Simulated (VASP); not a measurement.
# Cu (Fm-3m) in VASP: further runs

The runs below take Cu through relaxation of the atoms, relaxation of cell and atoms, with PBE, LDA.

All numbers are computed with VASP 6.6.1; they aren't measurements. Logs are shortened: lines on timing, memory, paths and dates and some standing lists are left out, and cuts for length are marked.

## Step 1: The structure

The structure is cubic, space group Fm-3m (No. 225). The conventional cell has a = 3.612 Å, b = 3.612 Å, c = 3.612 Å, α = 90.00°, β = 90.00°, γ = 90.00°. Cu (site symmetry m-3m) has 12 Cu at 2.55 Å as nearest neighbours.

## Step 2: Relaxation of the atoms, PBE

The input, INCAR:

```
PREC = Accurate ; ENCUT = 300
EDIFF = 1E-7 ; ISMEAR = 1
SIGMA = 0.1 ; LREAL = F
LASPH = T ; NELM = 80
ALGO = Normal ; ISIF = 2
LWAVE = F ; LCHARG = F
GGA = PE ; IBRION = 2
NSW = 40 ; EDIFFG = -0.01
```

The input, KPOINTS:

```
regular mesh
0
Gamma
  9 9 9
```

The input, POSCAR:

```
Cu                                      
1.0
    0.0000000000      1.8058345210      1.8058345210
    1.8058345210      0.0000000000      1.8058345210
    1.8058345210      1.8058345210      0.0000000000
  Cu            
     1
Direct
     0.0000000000000000    0.0000000000000000    0.0000000000000000
```

Potentials or basis: VASP PAW PBE potentials, release 64 (Cu).

The run is started by

```
> cat potpaw_PBE.64/Cu/POTCAR > POTCAR
> mpirun -np 1 vasp_std > vasp.out
```

OUTCAR:

```text
PREC = Accurate
   ENCUT = 300
   EDIFF = 1E-7
   ISMEAR = 1
   LREAL = F
   LASPH = T
   NELM = 80
   ISIF = 2
   GGA = PE
   IBRION = 2
   NSW = 40
   EDIFFG = -0.01

 ion  position               nearest neighbor table
   1  0.000  0.000  0.000-

  LATTYP: Found a face centered cubic cell.
 ALAT       =     3.6116690420

  Lattice vectors:

 A1 = (   0.0000000000,   1.8058345210,   1.8058345210)
 A2 = (   1.8058345210,   0.0000000000,   1.8058345210)
 A3 = (   1.8058345210,   1.8058345210,   0.0000000000)

Analysis of symmetry for initial positions (statically):
=====================================================================
 Subroutine PRICEL returns:
 Original cell was already a primitive cell.

 Routine SETGRP: Setting up the symmetry group for a
 face centered cubic supercell.

 Subroutine GETGRP returns: Found 48 space group operations
 (whereof 48 operations were pure point group operations)
 out of a pool of 48 trial point group operations.

The static configuration has the point symmetry O_h .

Analysis of symmetry for dynamics (positions and initial velocities):
=====================================================================
 Subroutine PRICEL returns:
 Original cell was already a primitive cell.

 Routine SETGRP: Setting up the symmetry group for a
 face centered cubic supercell.

 Subroutine GETGRP returns: Found 48 space group operations
 (whereof 48 operations were pure point group operations)
 out of a pool of 48 trial point group operations.

The dynamic configuration has the point symmetry O_h .

 Subroutine INISYM returns: Found 48 space group operations
 (whereof 48 operations are pure point group operations),
 and found     1 'primitive' translations

----------------------------------------------------------------------------------------

                                     Primitive cell

  volume of cell :      11.7778

  direct lattice vectors                    reciprocal lattice vectors
     0.000000000  1.805834521  1.805834521    -0.276880298  0.276880298  0.276880298
     1.805834521  0.000000000  1.805834521     0.276880298 -0.276880298  0.276880298
     1.805834521  1.805834521  0.000000000     0.276880298  0.276880298 -0.276880298

  length of vectors
     2.553835671  2.553835671  2.553835671     0.479570743  0.479570743  0.479570743

  position of ions in fractional coordinates (direct lattice)
     0.000000000  0.000000000  0.000000000

  ion indices of the primitive-cell ions
   primitive index   ion index
                 1           1

----------------------------------------------------------------------------------------

 KPOINTS: regular mesh

Automatic generation of k-mesh.
 Grid dimensions read from file:
 generate k-points for:    9    9    9

 Generating k-lattice:

  Cartesian coordinates                     Fractional coordinates (reciprocal lattice)
    -0.030764478  0.030764478  0.030764478     0.111111111  0.000000000  0.000000000
     0.030764478 -0.030764478  0.030764478     0.000000000  0.111111111  0.000000000
     0.030764478  0.030764478 -0.030764478     0.000000000  0.000000000  0.111111111

  Length of vectors
     0.053285638  0.053285638  0.053285638

  Shift w.r.t. Gamma in fractional coordinates (k-lattice)
     0.000000000  0.000000000  0.000000000

 Subroutine IBZKPT returns following result:
 ===========================================

 Found     35 irreducible k-points:

 Following reciprocal coordinates:
            Coordinates               Weight
  0.000000  0.000000  0.000000      1.000000
  0.111111  0.000000  0.000000      8.000000
  0.222222  0.000000  0.000000      8.000000
  0.333333  0.000000  0.000000      8.000000
  0.444444  0.000000  0.000000      8.000000
  0.111111  0.111111  0.000000      6.000000
[... 16 lines left out ...]
 -0.333333  0.333333  0.000000     12.000000
  0.444444  0.444444  0.000000      6.000000
 [... further k-points ...]
   k-points           NKPTS =     35   k-points in BZ     NKDIM =     35   number of bands    NBANDS=      9
   number of dos      NEDOS =    301   number of ions     NIONS =      1
   total plane-waves  NPLWV =   2744
   dimension x,y,z NGX =    14 NGY =   14 NGZ =   14
   dimension x,y,z NGXF=    28 NGYF=   28 NGZF=   28
   ions per type =               1
   NGX,Y,Z   is equivalent  to a cutoff of   9.11,  9.11,  9.11 a.u.
   NGXF,Y,Z  is equivalent  to a cutoff of  18.23, 18.23, 18.23 a.u.
 SYSTEM =  unknown system
   PREC   = accura    normal or accurate (medium, high low for compatibility)
   ISTART =      0    job   : 0-new  1-cont  2-samecut
   ICHARG =      2    charge: 1-file 2-atom 10-const
   ISPIN  =      1    spin polarized calculation?
   LNONCOLLINEAR =      F non collinear calculations
   LSORBIT =      F    spin-orbit coupling
   LASPH  =      T    aspherical Exc in radial PAW
   ENCUT  =  300.0 eV  22.05 Ry    4.70 a.u.   3.61  3.61  3.61*2*pi/ulx,y,z
   NELM   =     80;   NELMIN=  2; NELMDL= -5     # of ELM steps
   EDIFF  = 0.1E-06   stopping-criterion for ELM
   LREAL  =      F    real-space projection
   EDIFFG = -.1E-01   stopping-criterion for IOM
   NSW    =     40    number of steps for IOM
   IBRION =      2    ionic relax: 0-MD 1-quasi-New 2-CG
   NFREE  =      1    steps in history (QN), initial steepest desc. (CG)
   ISIF   =      2    stress and relaxation
   ISYM   =      2    0-nonsym 1-usesym 2-fastsym
   POTIM  = 0.5000    time-step for ionic-motion
   TEBEG  =    0.0;   TEEND  =   0.0 temperature during run
   PSTRESS=    0.0 pullay stress
   NELECT =      11.0000    total number of electrons
   NUPDOWN=      -1.0000    fix difference up-down
   EMIN   =  10.00;   EMAX   =-10.00  energy-range for DOS
   EFERMI =   0.00;   METHOD = LEGACY
   ISMEAR =     1;   SIGMA  =   0.10  broadening in eV -4-tet -1-fermi 0-gaus
   EFERMI_NEDOS =   21; number of points for ismear=-14 and -15
   IALGO  =     38    algorithm
   IMIX   =      4    mixing-type and parameters
     AMIX     =   0.40;   BMIX     =  1.00
     AMIX_MAG =   1.60;   BMIX_MAG =  1.00
  volume/ion in A,a.u.               =      11.78        79.48
  Fermi-wavevector in a.u.,A,eV,Ry     =   1.600237  3.024010 34.841256  2.560760
  Thomas-Fermi vector in A             =   2.697405
   LORBIT       =      0    0 simple, 1 ext, 2 COOP (PROOUT), +10 PAW based schemes
   GGA     = PE    functional components
   LHFCALC =     F    Hartree Fock is set to
   AEXX    =    0.0000 exact exchange contribution
   IVDW    =     0    specifies the selected vdW correction
   LEPSILON=     F    determine dielectric tensor
   LRPA    =     F    only Hartree local field effects (RPA)
 conjugate gradient relaxation of ions
 non-spin polarized calculation
 Methfessel and Paxton  Order N= 1 SIGMA  =   0.10
  energy-cutoff  :      300.00
  volume of cell :       11.78
 maximum number of plane-waves:       150
   NGX =  7   NGY =  7   NGZ =  7

 number of electron      10.9999924 magnetization

 Free energy of the ion-electron system (eV)
  ---------------------------------------------------
  ext. energy  EPLUGINS =         0.00000000
  ---------------------------------------------------
  free energy    TOTEN  =        -3.73992364 eV

  energy without entropy =       -3.73982389  energy(sigma->0) =       -3.73989039

 E-fermi :   7.7662     XC(G=0): -12.7395

 val. band max:        7.4957440732   @ k =   0.4444   0.3333   0.0000
 cond. band min:       7.8304227735   @ k =  -0.4444   0.1111   0.0000
 fundamental gap:      0.3346787003
 Fermi energy:         7.7662300956

 k-point     1 :       0.0000    0.0000    0.0000
  band No.  band energies     occupation
      1      -1.7528      2.00000
      2       4.5929      2.00000
      3       4.5929      2.00000
      4       4.5929      2.00000
      5       5.4188      2.00000
      6       5.4188      2.00000
      7      30.2448      0.00000
      8      32.9036      0.00000
      9      32.9036      0.00000

 k-point     2 :       0.1111    0.0000    0.0000
  band No.  band energies     occupation
      1      -1.3055      2.00000
      2       4.5021      2.00000
      3       4.6699      2.00000
      4       4.6699      2.00000
      5       5.3905      2.00000
      6       5.3905      2.00000
      7      27.1720      0.00000
      8      30.9409      0.00000
      9      31.8657      0.00000

 k-point     3 :       0.2222    0.0000    0.0000
  band No.  band energies     occupation
      1      -0.0386      2.00000
      2       4.3459      2.00000
      3       4.7551      2.00000
      4       4.7551      2.00000
      5       5.4450      2.00000
      6       5.4450      2.00000
      7      21.4590      0.00000
      8      30.3325      0.00000
      9      30.6984      0.00000

 k-point     4 :       0.3333    0.0000    0.0000
  band No.  band energies     occupation
      1       1.6204      2.00000
      2       4.5877      2.00000
      3       4.6710      2.00000
      4       4.6710      2.00000
      5       5.7161      2.00000
      6       5.7161      2.00000
      7      16.2484      0.00000
      8      29.4469      0.00000
      9      30.0125      0.00000
[... 205 lines left out ...]
 k-point    22 :      -0.4444    0.3333    0.0000
  band No.  band energies     occupation
      1       3.2145      2.00000
      2       3.5198      2.00000
      3       4.9330      2.00000
      4       5.5362      2.00000
      5       6.0079      2.00000
      6      10.3674      0.00000
      7      14.5098      0.00000
      8      16.6563      0.00000
      9      22.5802      0.00000

 k-point    23 :      -0.3333    0.3333    0.0000
  band No.  band energies     occupation
      1       3.5631      2.00000
      2       3.7314      2.00000
      3       4.4619      2.00000
      4       5.3453      2.00000
      5       5.7885      2.00000
      6      10.8737      0.00000
      7      13.5582      0.00000
      8      16.1285      0.00000
      9      24.2924      0.00000

 k-point    24 :       0.4444    0.4444    0.0000
  band No.  band energies     occupation
      1       2.7269      2.00000
      2       3.2313      2.00000
      3       5.9500      2.00000
      4       6.0687      2.00000
      5       6.0687      2.00000
      6       8.2656     -0.00000
      7      15.9006      0.00000
      8      20.9431      0.00000
      9      20.9431      0.00000

 [... further k-points ...]
[... 5 lines left out ...]
  --------------------------------------------------------------------------------------
  -------------------------------------------------------------------------------------
  Total        0.0025167      0.0025167      0.0025167      0.0000000      0.0000000     -0.0000000
  in kB        0.3423555      0.3423555      0.3423555      0.0000000      0.0000000     -0.0000000
  external PRESSURE =       0.3423555 kB  Pullay stress =       0.0000000 kB

 VOLUME and BASIS-vectors are now :
 -----------------------------------------------------------------------------
  energy-cutoff  :      300.00
  volume of cell :       11.78
      direct lattice vectors                 reciprocal lattice vectors
     0.000000000  1.805834521  1.805834521    -0.276880298  0.276880298  0.276880298
     1.805834521  0.000000000  1.805834521     0.276880298 -0.276880298  0.276880298
     1.805834521  1.805834521  0.000000000     0.276880298  0.276880298 -0.276880298

 POSITION                                       TOTAL-FORCE (eV/Angst)
 -----------------------------------------------------------------------------------
      0.00000      0.00000      0.00000         0.000000      0.000000      0.000000
 -----------------------------------------------------------------------------------
    total drift:                               -0.000000     -0.000000     -0.000000

  FREE ENERGIE OF THE ION-ELECTRON SYSTEM (eV)
  ---------------------------------------------------
  free  energy   TOTEN  =        -3.7399236401 eV

  energy  without entropy=       -3.7398238899  energy(sigma->0) =       -3.73989039

 reached required accuracy - stopping structural energy minimisation
```

Run time: 2.7 s. Hardware: 1 thread of Intel Xeon Platinum 8488C (Sapphire Rapids), shared host; peak memory 0.1 GiB.

What came out:

```
Free energy            : -3.7399 eV
Band gap on the k mesh : none (metal or under the smearing width)
```

Final structure:
```cif
data_structure
_symmetry_space_group_name_H-M 'P 1'
_symmetry_Int_Tables_number 1
_cell_length_a 2.5538
_cell_length_b 2.5538
_cell_length_c 2.5538
_cell_angle_alpha 60.000
_cell_angle_beta 60.000
_cell_angle_gamma 60.000
_cell_volume 11.78
loop_
_atom_site_label
_atom_site_type_symbol
_atom_site_fract_x
_atom_site_fract_y
_atom_site_fract_z
_atom_site_occupancy
Cu1 Cu 0.00000 0.00000 0.00000 1
```

Levels at points of the mesh, in eV from the Fermi level:
```
           k point  band 2  band 3  band 4  band 5  band 6  band 7  band 8  band 9
(0.00, 0.00, 0.00)   -3.17   -3.17   -3.17   -2.35   -2.35   22.48   25.14   25.14
```

Caveat: the cutoff is under 1.25 times the usual one of these potentials, so pressure, stress and relaxed cells hold a basis-set (Pulay) error; the relaxation stopped at its first step, so nothing moved.

## Step 3: Relaxation of the atoms, PBE (a relaxed cell with its volume scaled by 1.02)

INCAR is that of step 2.

KPOINTS is that of step 2.

The input, POSCAR:

```
Cu                                      
1.0
    0.0000000000      1.8177940385      1.8177940385
    1.8177940385      0.0000000000      1.8177940385
    1.8177940385      1.8177940385      0.0000000000
  Cu            
     1
Direct
     0.0000000000000000    0.0000000000000000    0.0000000000000000
```

Potentials or basis: VASP PAW PBE potentials, release 64 (Cu).

The run is started by

```
> cat potpaw_PBE.64/Cu/POTCAR > POTCAR
> mpirun -np 1 vasp_std > vasp.out
```

It took 2.7 s on 1 thread of Intel Xeon Platinum 8488C (Sapphire Rapids), shared host; peak memory 0.11 GiB.

Results (log left out):

```
Free energy            : -3.7418 eV
Band gap on the k mesh : none (metal or under the smearing width)
```

Final structure:
```
CELL_PARAMETERS angstrom
0.00000 1.81779 1.81779
1.81779 0.00000 1.81779
1.81779 1.81779 0.00000
ATOMIC_POSITIONS crystal
Cu 0.00000 0.00000 0.00000
```

Levels at points of the mesh, in eV from the Fermi level:
| k point | band 4 | band 5 | band 6 | band 7 | band 8 | band 9 |
| --- | --- | --- | --- | --- | --- | --- |
| (0.00, 0.00, 0.00) | -3.13 | -2.33 | -2.33 | 22.31 | 24.81 | 24.81 |

Caveat: the cutoff is under 1.25 times the usual one of these potentials, so pressure, stress and relaxed cells hold a basis-set (Pulay) error; the relaxation stopped at its first step, so nothing moved.

## Step 4: Relaxation of the atoms, PBE (a relaxed cell with its volume scaled by 1.04)

INCAR is that of step 3.

KPOINTS is that of step 3.

The input, POSCAR:

```
Cu                                      
1.0
    0.0000000000      1.8295982267      1.8295982267
    1.8295982267      0.0000000000      1.8295982267
    1.8295982267      1.8295982267      0.0000000000
  Cu            
     1
Direct
     0.0000000000000000    0.0000000000000000    0.0000000000000000
```

The run is started by

```
> cat potpaw_PBE.64/Cu/POTCAR > POTCAR
> mpirun -np 1 vasp_std > vasp.out
```

Wall time 2.7 s (1 thread of Intel Xeon Platinum 8488C (Sapphire Rapids), shared host); peak memory 0.11 GiB.

It converged, with:

| Quantity | Value |
| --- | --- |
| Free energy | -3.7398 eV |
| Band gap on the k mesh | none (metal or under the smearing width) |

Final structure:
```xyz
1
Lattice="0.0000 1.8296 1.8296 1.8296 0.0000 1.8296 1.8296 1.8296 0.0000" Properties=species:S:1:pos:R:3 pbc="T T T"
Cu    0.0000    0.0000    0.0000
```

Levels at points of the mesh, in eV from the Fermi level:
```tsv
k point	band 4	band 5	band 6	band 7	band 8	band 9
(0.00, 0.00, 0.00)	-3.08	-2.30	-2.30	22.14	24.49	24.49
```

Caveat: the cutoff is under 1.25 times the usual one of these potentials, so pressure, stress and relaxed cells hold a basis-set (Pulay) error; the relaxation stopped at its first step, so nothing moved.

(Part 1 of 2 ends here.)
